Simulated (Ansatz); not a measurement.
Re: single point with r2SCANh

Crystal: Re.

```
Re
1.0
     2.76080    0.00000    0.00000
    -1.38040    2.39092    0.00000
     0.00000    0.00000    4.45820
Re
2
Direct
  0.66667 0.33333 0.75000
  0.33333 0.66667 0.25000
```

```json
{"Program": "Ansatz 0.2.0", "Task": "single point", "Functional": "r2SCANh", "Potentials or basis": "Ansatz PAW", "Cutoff": "500 eV (not typed: the program's choice for these potentials)", "k mesh": "6 × 6 × 3", "Occupations": "fermi-dirac, width 0.05 eV", "Spin": "no spin polarisation"}
```

| Item | Value |
| --- | --- |
| Pressure | -3.8 GPa |
| Band gap on the k mesh | none (metal or under the smearing width) |

Stress tensor (GPa, compression positive):
```
-1.08  0.00  0.00
 0.00 -1.08  0.00
 0.00  0.00 -9.40
```

Levels at points of the mesh, in eV from the Fermi level:
```csv
k point,band 13,band 14,band 15,band 16,band 17,band 18
"(0.00, 0.00, 0.00)",-1.66,-0.71,-0.71,0.57,0.57,0.74
"(0.00, -0.50, 0.00)",-1.93,-1.47,-0.59,4.78,5.26,5.35
```

Run time: 26 s on 2 threads of Intel(R) Xeon(R) Processor @ 2.50GHz (Skylake/Cascade Lake), with other jobs on the host, peak memory 0.77 GiB.

Caveat: the k mesh is coarse (spacing up to 0.47 Å⁻¹), so the values aren't converged, least of all with exact exchange; the PAW data sets come from PBE, with cores solved anew for the run's functional, which leaves a small shift of forces and pressure; the thresholds are loose for stress. Spin-orbit coupling is left out, which matters for the levels of Re.
